Q: I stretched a crystal of PtSe2 along one direction in its layers, and at first its energy went down. Shouldn't pulling on a solid cost energy?

PtSe2 (CdI2 type, unrelaxed cell with a = 3.724 and c = 5.062 Å) strained along y, in the layer and normal to a, at fixed fractional coordinates. Computed with Ansatz 0.2.0: PBE, plane-wave PAW, scalar-relativistic, no spin polarisation, 420 eV cutoff, 12×12×10 k mesh, 0.15 eV Gaussian smearing. Free energies are relative to zero strain; pressure is positive in compression.

```tsv
strain	energy change (meV/atom)	tensile stress along pattern (GPa)	pressure (GPa)
-0.06	130.5	-27.76	19.33
-0.045	83.4	-22.05	15.86
-0.03	46.5	-16.87	12.72
-0.015	19.1	-12.19	9.88
0	0.0	-7.97	7.31
0.015	-11.5	-4.18	5.00
0.03	-16.1	-0.78	2.91
0.045	-14.7	2.27	1.04
0.0525	-11.8	3.66	0.17
0.06	-7.7	4.98	-0.65
```

A: It costs energy when the solid starts at rest, and this one doesn't. Look at the row with zero strain: the tensile stress along the pattern is −7.97 GPa, and the minus sign means that the cell pushes outwards along the direction you pull, which we call y. The starting structure was never relaxed with PBE, and with the atoms where they stand the cell is too tight for this functional. Your first steps of stretching let it expand, much as a compressed spring gives back energy when you let it out.

Q: Then the resting point should be where the pressure is zero. But the energy is lowest near a strain of 0.03, and the pressure vanishes only near 0.054. Which one is right?

A: They answer different questions. In your scan the crystal changes its size only along y, so only the stress along y does work, and the energy is lowest where that stress vanishes, at a strain of about 0.034. The pressure is the average over three directions. At the energy minimum the crystal is still squeezed by about 4.5 GPa along x, the other direction in the layer, and by 2.8 GPa along z, across the layers. Where the pressure reads zero, tension along y merely balances the squeeze along x and z, so neither point is the relaxed crystal.

Q: Squeezing by 6 % costs 130.5 meV per atom, while stretching by 6 % leaves the energy 7.7 meV below the start. Is that because atoms resist being pushed together more than being pulled apart?

A: Only a small part of it is. First find what the initial stress alone would do. The face you pull on keeps its area, so the energy changes by stress times starting volume times strain. With 160.2 GPa equal to 1 eV/Å³:

7.97 / 160.2 × 20.27 Å³ ≈ 1.01 eV per atom for each unit of strain.

From −0.06 to +0.06 the strain changes by 0.12, which gives 121 meV per atom. The calculated difference is 138 meV, so the initial squeeze accounts for nearly nine tenths of it.

Q: And the rest?

A: That is the true inequality between pushing and pulling. An ordinary spring term, quadratic in strain, is the same for both signs and drops out of the difference. The next term is cubic, so doubling the strain should make it eight times larger. The remainder is 2.1 meV at 3 % strain and 17.2 meV at 6 %, which is a factor of eight within the rounding.

This division belongs to your choice of starting point. Had you counted strain from the point where the stress along y vanishes, there would be no linear term, and the whole asymmetry would come from the uneven spring.

Q: What makes the spring uneven?

A: Follow the stress from row to row. It rises at every step, but by less and less for the same strain: its slope falls from 381 GPa at the squeezed end to 176 GPa at the stretched end. Now look at the bonds. Each platinum atom has six selenium neighbours, all equally distant in the unstrained cell. Two of these bonds lean along y and take most of the strain, growing from 2.39 to 2.61 Å over the scan, while the other four change by only about 0.06 Å.

A plausible cause is the overlap of filled electron shells. Their repulsion rises very steeply as a bond shortens and fades quickly as it lengthens, whereas the attraction varies more gently. A short bond is therefore a stiff bond. The scan shows the softening and the changing bond lengths; it does not separate repulsion from attraction, so that last step rests on general theory.

The strain that splits the bonds also lowers the symmetry. The unstrained cell has space group P-3m1, and all the strained rows have the lower symmetry C2/m.

Q: Around zero strain the slope is 267 GPa. May I put that into a design calculation as the elastic constant of PtSe2?

A: No, for two reasons. The first is the squeeze: stiffness depends on where you measure it. Near the point where the stress along y vanishes, the slope is already down to between 203 and 227 GPa.

The second is that the atoms were carried along with the cell and not allowed to find their best places. In the strained rows the selenium atoms feel forces along y, which grow with the strain in either direction. Even in the unstrained cell each selenium atom feels 0.57 eV/Å across the layers, so its height was not relaxed either. Around a relaxed starting structure, letting the atoms respond can only lower the stiffness or leave it unchanged. By how much, this scan cannot tell; you would have to relax the cell and the atoms first, then relax the atoms again at each strain.

Q: Could I at least read off the strength, the largest tension the crystal can bear?

A: Not from this range. The largest tension you reached is 4.98 GPa, in the last row, and the stress is still climbing there. The ideal strength is at most the top of the stress curve, since a crystal can become unstable in some other way first, and your scan stops before that top. Even a longer scan of this kind would describe a crystal whose width and layer spacing are held fixed, while a real sample under tension can adjust both.

Q: Last question: the table gives energies to a tenth of a meV. Do I believe that digit?

A: As a difference between these rows at exactly these settings, yes, give or take one unit. Rounding alone can shift it that far: the full output gives −14.645 meV per atom at a strain of 0.045, where the table has −14.7. Energy and stress are separate outputs of the calculation, but the stress added up along the path must return the energy. Doing so gives 130.6 meV at −0.06 and −7.7 meV at +0.06, against 130.5 and −7.7 in the table. The printed analysis below has these sums and the slope for every step.

That agreement shows that the calculation is consistent with itself. It does not show that the digit would survive a denser k mesh or another smearing; extrapolating the energies to zero smearing already changes it in most rows, by up to 0.2 meV. Nor does it show that PBE describes PtSe2 to this accuracy. PBE lacks the dispersion attraction between layers and tends to place them too far apart, which may account for part of the squeeze across the layers. The unrelaxed selenium height may contribute too, and these runs cannot separate the two. Spin–orbit coupling, which can matter for an element as heavy as platinum, is also left out. So trust the small differences along your path, but do not carry their precision over to the real material.

Output of the analysis:

```
Stiffness, bonds and forces:
     row  step_midpoint  stress_slope_GPa  two_bonds_A  four_bonds_A  Se_force_y_eV_per_A  Se_force_z_eV_per_A
   -0.06            n/a               n/a        2.385         2.468                0.583                 1.47
  -0.045        -0.0525             380.7        2.412         2.475                0.389                1.207
   -0.03        -0.0375             345.3         2.44         2.481                0.229                0.971
  -0.015        -0.0225               312        2.467         2.488                  0.1                0.759
     0.0        -0.0075             281.3        2.495         2.495                    0                0.569
   0.015         0.0075             252.7        2.523         2.502               -0.075                0.398
    0.03         0.0225             226.7        2.551         2.509               -0.127                0.244
   0.045         0.0375             203.3        2.579         2.516               -0.159                0.105
  0.0525        0.04875             185.3        2.593          2.52               -0.169                 0.04
    0.06        0.05625               176        2.607         2.523               -0.174               -0.021
Strain where the stress along y vanishes, interpolated: 0.03384
Strain where the pressure vanishes, interpolated: 0.05405
Compression along x where the y stress vanishes, GPa: 4.527
Compression along z where the y stress vanishes, GPa: 2.771
Tension along y where the pressure vanishes, GPa: 3.934
Energy at strain -0.06 less that at +0.06, meV/atom: 138.2
Part of it from the initial stress alone, meV/atom: 121
Share from the initial stress, percent: 87.55
Remainder at 0.06, meV/atom: 17.2
Remainder at 0.03, meV/atom: 2.1
Stress slope around zero strain, GPa: 267
Steepest stress slope over the flattest: 2.163
Energy at -0.06 from integrated stress, meV/atom: 130.6
Energy at +0.06 from integrated stress, meV/atom: -7.711
```
